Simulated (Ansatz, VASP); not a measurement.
# Zn (linear Zn chain) in two plane-wave programs, part 2 of 2

Wanted: the spread between two codes on one cell, functional and k mesh. The structure shown is the end of the Ansatz relaxation below.

VASP 6.6.1 and Ansatz 0.2.0.

So far: Starting point; Ansatz: relaxation, revPBE.

## Step 3: VASP: single point, revPBE

Level of this step: revPBE, zero-moment start; plane waves and PAW (Zn) (VASP).

The same cell, functional, mesh and smearing now go to VASP, with its own data sets.

Lines of VASP's logs that name or quote its potential files are left out, and so is its time.

File INCAR:

```
SYSTEM = Zn
PREC = Accurate
ENCUT = 500
EDIFF = 1E-06
NELM = 200
ISMEAR = -1
SIGMA = 0.05
LREAL = .FALSE.
ALGO = Normal
GGA = RE
NBANDS = 12
ISPIN = 2
MAGMOM = 0
LORBIT = 11
LWAVE = .FALSE.
LCHARG = .FALSE.
ISIF = 2
LASPH = .TRUE.
GGA_COMPAT = .FALSE.
```

File POSCAR:

```
Zn
1.0
    7.5000000000      0.0000000000      0.0000000000
    0.0000000000      7.5000000000      0.0000000000
    0.0000000000      0.0000000000      2.6153874426
Zn
1
Direct
    0.5000000000      0.5000000000      0.0000000000
```

File KPOINTS:

```
Automatic mesh
0
Gamma
1 1 36
0 0 0
```

Potentials, in the order of the species: Zn (PBE family, release 64).

Launch:

```bash
$ mpirun -np 1 vasp_std
```

Numbers of over 12 decimals in the logs are rounded to 6 here.

Output:

```text
[banner, memory and clock lines left out]
running    1 mpi-ranks, on    1 nodes
 distrk:  each k-point on    1 cores,    1 groups
 distr:  one band on    1 cores,    1 groups

 POSCAR found type information on POSCAR Zn
 POSCAR found :  1 types and       1 ions
|                                                                             |
|               ----> ADVICE to this user running VASP <----                  |
|                                                                             |
|     You enforced a specific xc type in the INCAR file but a different       |
|     [... a line on the potential file left out ...]
|     I HOPE YOU KNOW WHAT YOU ARE DOING!                                     |
|                                                                             |

 LDA part: xc-table for (Slater+PW92), standard interpolation
 POSCAR, INCAR and KPOINTS ok, starting setup
 FFT: planning ... GRIDC
 FFT: planning ... GRID_SOFT
 FFT: planning ... GRID
 WAVECAR not read
 entering main loop
       N       E                     dE             d eps       ncg     rms          rms(c)
DAV:   1     0.407171982105E+02    0.40717E+02   -0.45591E+03   912   0.735E+02
DAV:   2     0.142522515691E+01   -0.39292E+02   -0.38161E+02  1032   0.165E+02
DAV:   3    -0.687579619189E-01   -0.14940E+01   -0.14923E+01  1072   0.356E+01
DAV:   4    -0.787990016088E-01   -0.10041E-01   -0.10040E-01  1056   0.322E+00
DAV:   5    -0.788949137341E-01   -0.95912E-04   -0.95908E-04  1100   0.258E-01    0.135E+00
DAV:   6    -0.660113967840E-01    0.12884E-01   -0.32900E-02   960   0.255E+00    0.846E-01
DAV:   7    -0.584515465971E-01    0.75599E-02   -0.17211E-02   928   0.912E-01    0.168E-01
DAV:   8    -0.585377205323E-01   -0.86174E-04   -0.23915E-03   972   0.365E-01    0.766E-02
DAV:   9    -0.583249459419E-01    0.21277E-03   -0.66430E-04  1016   0.122E-01    0.416E-02
DAV:  10    -0.582603428913E-01    0.64603E-04   -0.27239E-05  1044   0.339E-02    0.204E-02
DAV:  11    -0.581444275481E-01    0.11592E-03   -0.22713E-05   996   0.310E-02    0.691E-03
DAV:  12    -0.581520502110E-01   -0.76227E-05   -0.83864E-06   928   0.170E-02    0.582E-03
DAV:  13    -0.581591963262E-01   -0.71461E-05   -0.75262E-07   952   0.630E-03    0.396E-03
DAV:  14    -0.581707249385E-01   -0.11529E-04   -0.20983E-06   912   0.783E-03    0.731E-04
DAV:  15    -0.581712055387E-01   -0.48060E-06   -0.30611E-07   952   0.422E-03
   1 F= -.58171206E-01 E0= -.56343427E-01  d E =-.365556E-02  mag=    -0.0000
```

Parts of OUTCAR (step 3):

```text
ion  position               nearest neighbor table
   1  0.500  0.500  0.000-

  LATTYP: Found a simple tetragonal cell.
 ALAT       =     7.5000000000
 C/A-ratio  =     0.3487183257

 Subroutine GETGRP returns: Found 16 space group operations
 (whereof 16 operations were pure point group operations)

The static configuration has the point symmetry D_4h.

 Found     19 irreducible k-points:

   k-points           NKPTS =     19   k-points in BZ     NKDIM =     19   number of bands    NBANDS=     12

   dimension x,y,z NGX =    56 NGY =   56 NGZ =   20
   dimension x,y,z NGXF=   112 NGYF=  112 NGZF=   40

   ENCUT  =  500.0 eV  36.75 Ry    6.06 a.u.  13.67 13.67  4.77*2*pi/ulx,y,z

   NELECT =      12.0000    total number of electrons

 k-points in reciprocal lattice and weights: Automatic mesh
   0.00000000  0.00000000  0.00000000       0.028
   0.00000000  0.00000000  0.02777778       0.056
   0.00000000  0.00000000  0.05555556       0.056
   0.00000000  0.00000000  0.08333333       0.056
   0.00000000  0.00000000  0.11111111       0.056
   0.00000000  0.00000000  0.13888889       0.056
   0.00000000  0.00000000  0.16666667       0.056
   0.00000000  0.00000000  0.19444444       0.056
   0.00000000  0.00000000  0.22222222       0.056
[...]
0.00000000  0.00000000  0.47222222       0.056
   0.00000000  0.00000000  0.50000000       0.028

 average (electrostatic) potential at core
       1 -42.0529

 E-fermi :  -1.6515

 spin component 1
 k-point     1 :       0.0000    0.0000    0.0000
  band No.  band energies     occupation
    ...
      2      -9.4797      1.00000
      3      -9.4794      1.00000
      4      -9.0865      1.00000
      5      -9.0865      1.00000
      6      -7.0200      1.00000
      7      -1.4771      0.02965
      8      -1.4771      0.02965
      9      -0.0169      0.00000
     10       1.4555      0.00000
     11       3.2458      0.00000
    ...

 k-point     2 :       0.0000    0.0000    0.0278
  band No.  band energies     occupation
    ...
      2      -9.4790      1.00000
      3      -9.4787      1.00000
      4      -9.0909      1.00000
      5      -9.0909      1.00000
      6      -7.0063      1.00000
      7      -1.4578      0.02035
      8      -1.4578      0.02035
      9      -0.0003      0.00000
     10       1.4722      0.00000
     11       3.2630      0.00000
    ...

 k-point     3 :       0.0000    0.0000    0.0556
  band No.  band energies     occupation
    ...
      2      -9.4770      1.00000
      3      -9.4768      1.00000
      4      -9.1038      1.00000
      5      -9.1038      1.00000
      6      -6.9650      1.00000
      7      -1.4001      0.00650
      8      -1.4001      0.00650
      9       0.0496      0.00000
     10       1.5226      0.00000
     11       3.3149      0.00000
    ...

 k-point     4 :       0.0000    0.0000    0.0833
  band No.  band energies     occupation
    ...
      2      -9.4739      1.00000
      3      -9.4736      1.00000
      4      -9.1248      1.00000
      5      -9.1248      1.00000
      6      -6.8954      1.00000
      7      -1.3042      0.00096
      8      -1.3042      0.00096
      9       0.1327      0.00000
     10       1.6065      0.00000
     11       3.4012      0.00000
    ...

 k-point     5 :       0.0000    0.0000    0.1111
  band No.  band energies     occupation
    ...
      2      -9.4695      1.00000
      3      -9.4693      1.00000
      4      -9.1530      1.00000
      5      -9.1530      1.00000
      6      -6.7961      1.00000
      7      -1.1709      0.00007
      8      -1.1709      0.00007
      9       0.2491      0.00000
     10       1.7239      0.00000
     11       3.5219      0.00000
    ...

 k-point     6 :       0.0000    0.0000    0.1389
  band No.  band energies     occupation
    ...
      2      -9.4642      1.00000
      3      -9.4640      1.00000
      4      -9.1872      1.00000
      5      -9.1872      1.00000
      6      -6.6655      1.00000
      7      -1.0010      0.00000
      8      -1.0010      0.00000
      9       0.3988      0.00000
     10       1.8750      0.00000
     11       3.6769      0.00000
    ...

  Total       -0.0900313     -0.0900313      0.0426031      0.0000000      0.0000000      0.0000000
  in kB       -0.9804958     -0.9804958      0.4639733      0.0000000      0.0000000      0.0000000
  external PRESSURE =      -0.4990061 kB  Pullay stress =       0.0000000 kB

  energy-cutoff  :      500.00
  volume of cell :      147.12
      direct lattice vectors                 reciprocal lattice vectors
     7.500000000  0.000000000  0.000000000     0.133333333  0.000000000  0.000000000
     0.000000000  7.500000000  0.000000000     0.000000000  0.133333333  0.000000000
     0.000000000  0.000000000  2.615387443     0.000000000  0.000000000  0.382352528

 POSITION                                       TOTAL-FORCE (eV/Angst)
 -----------------------------------------------------------------------------------
      3.75000      3.75000      0.00000         0.000000      0.000000      0.000000
 -----------------------------------------------------------------------------------
    total drift:                                0.000000      0.000000      0.000000

  FREE ENERGIE OF THE ION-ELECTRON SYSTEM (eV)
  ---------------------------------------------------
  free  energy   TOTEN  =        -0.0581712055 eV

  energy  without entropy=       -0.0545156494  energy(sigma->0) =       -0.05634343

 total charge
# of ion       s       p       d       tot
------------------------------------------
    1        0.751   0.182   9.718  10.651

 magnetization (x)
# of ion       s       p       d       tot
------------------------------------------
    1       -0.000  -0.000   0.000  -0.000

[... 6 further parts left out ...]
```

## Step 4: Comparison

Known differences besides the potentials themselves: the cutoff is 420 eV in Ansatz and 500 eV in VASP; Ansatz makes its cores anew for this functional, VASP keeps those of its PBE data sets; Ansatz's pressure holds a Pulay correction, VASP's none. Total energies have different zeros and are not compared.

Compared:

```csv
quantity,Ansatz,VASP,difference
pressure (GPa),-0.06,-0.05,-0.01
```

## Step 5: Results

| Item | Value |
| --- | --- |
| difference in pressure (single point, revPBE) | -0.0065 GPa |

The difference in pressure is -0.0065 GPa (single point, revPBE), within the 1 GPa picked in this series as the mark of a large difference. Such differences can come from data sets, numerical settings and the points named under the comparisons, not from the functional's error against experiment.

[Lines on the potential files, build, host, timing and source positions are cut from VASP's logs without a mark.]

[Logs are printed without paths, hosts, clocks, repeated set-up lines and the standing remarks that a program may print on its own settings, such as how far it seeks lower states.]

[Hosts, paths, dates, database ids (printed as entryN), source tags and the programs' standing remarks are cut or masked in the printed files.]
